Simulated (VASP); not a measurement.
# AgCl: two structures compared in the RPA: rocksalt and caesium chloride

AgCl, Fm-3m (no. 225), 2 atoms in the cell. PBE, RPA total energies; PAW potentials Ag_GW, Cl_GW (PBE set).

## Input

INCAR.step1:
```
SYSTEM = AgCl
ISMEAR = 0
SIGMA = 0.05
EDIFF = 1E-7
PREC = Accurate
LASPH = .TRUE.
LREAL = .FALSE.
LCHARG = .FALSE.
ENCUT = 405
GGA = PE
IBRION = 2
NSW = 40
ISIF = 3
EDIFFG = -0.003
LWAVE = .FALSE.
```

INCAR.step3:
```
SYSTEM = AgCl
ISMEAR = 0
SIGMA = 0.05
EDIFF = 1E-8
PREC = Accurate
LASPH = .TRUE.
LREAL = .FALSE.
LCHARG = .FALSE.
ENCUT = 300
GGA = PE
LWAVE = .TRUE.
ALGO = Normal
KPAR = 8
```

INCAR.step4:
```
SYSTEM = AgCl
ISMEAR = 0
SIGMA = 0.05
EDIFF = 1E-8
PREC = Accurate
LASPH = .TRUE.
LREAL = .FALSE.
LCHARG = .FALSE.
ENCUT = 300
GGA = PE
ALGO = Eigenval
NELM = 1
LWAVE = .FALSE.
PRECFOCK = Fast
LHFCALC = .TRUE.
AEXX = 1.0
ALDAC = 0.0
AGGAC = 0.0
HFRCUT = -1
KPAR = 8
```

INCAR.step5:
```
SYSTEM = AgCl
ISMEAR = 0
SIGMA = 0.05
EDIFF = 1E-8
PREC = Accurate
LASPH = .TRUE.
LREAL = .FALSE.
LCHARG = .FALSE.
ENCUT = 300
GGA = PE
ALGO = ACFDT
NOMEGA = 12
LWAVE = .FALSE.
PRECFOCK = Fast
ESF_SPLINES = .TRUE.
```

KPOINTS.step1:
```
k-points
0
Gamma
  10 10 10
```

KPOINTS.step3:
```
k-points
0
Gamma
  7 7 7
```

KPOINTS.step5:
```
k-points
0
Gamma
  5 5 5
```

KPOINTS.step6:
```
k-points
0
Gamma
  6 6 6
```

POSCAR.step1:
```
AgCl
1.0
    0.0000000000      2.7350000000      2.7350000000
    2.7350000000      0.0000000000      2.7350000000
    2.7350000000      2.7350000000      0.0000000000
Ag Cl
1 1
Direct
    0.0000000000      0.0000000000      0.0000000000
    0.5000000000      0.5000000000      0.5000000000
```

POSCAR.step2:
```
AgCl
1.0
    3.4038569022      0.0000000000      0.0000000000
    0.0000000000      3.4038569022      0.0000000000
    0.0000000000      0.0000000000      3.4038569022
Ag Cl
1 1
Direct
    0.0000000000      0.0000000000      0.0000000000
    0.5000000000      0.5000000000      0.5000000000
```

Commands (each step's output is kept before the next begins):
```
cat potpaw_PBE.64/Ag_GW/POTCAR potpaw_PBE.64/Cl_GW/POTCAR > POTCAR
cp INCAR.step1 INCAR
cp KPOINTS.step1 KPOINTS
cp POSCAR.step1 POSCAR
mpirun -np 8 vasp_std > vasp.out
cp CONTCAR CONTCAR.first
rm WAVECAR CHG
cp POSCAR.step2 POSCAR
mpirun -np 8 vasp_std > vasp.out
cp CONTCAR CONTCAR.second
rm WAVECAR CHG
cp CONTCAR.first POSCAR
cp INCAR.step3 INCAR
cp KPOINTS.step3 KPOINTS
mpirun -np 8 vasp_std > vasp.out
cp CONTCAR.first POSCAR
cp INCAR.step4 INCAR
mpirun -np 8 vasp_std > vasp.out
rm WAVECAR CHG
cp CONTCAR.first POSCAR
cp INCAR.step5 INCAR
cp KPOINTS.step5 KPOINTS
mpirun -np 8 vasp_std > vasp.out
rm WAVECAR CHG
cp CONTCAR.second POSCAR
cp INCAR.step3 INCAR
cp KPOINTS.step6 KPOINTS
mpirun -np 8 vasp_std > vasp.out
cp CONTCAR.second POSCAR
cp INCAR.step4 INCAR
mpirun -np 8 vasp_std > vasp.out
rm WAVECAR CHG
cp CONTCAR.second POSCAR
cp INCAR.step5 INCAR
cp KPOINTS.step5 KPOINTS
mpirun -np 8 vasp_std > vasp.out
```

## Result

- RPA energy difference (meV/atom): 131.2

Energy of caesium chloride less rocksalt, each relaxed in PBE:

| Method | meV/atom |
|---|---|
| PBE | 140.7 |
| Exact exchange, no correlation | 240.4 |
| RPA | 131.2 |

VASP 6.6.1 took 774 s on 8 cores (Intel Xeon Platinum 8259CL @ 2.50GHz (Skylake/Cascade Lake)), a shared host.
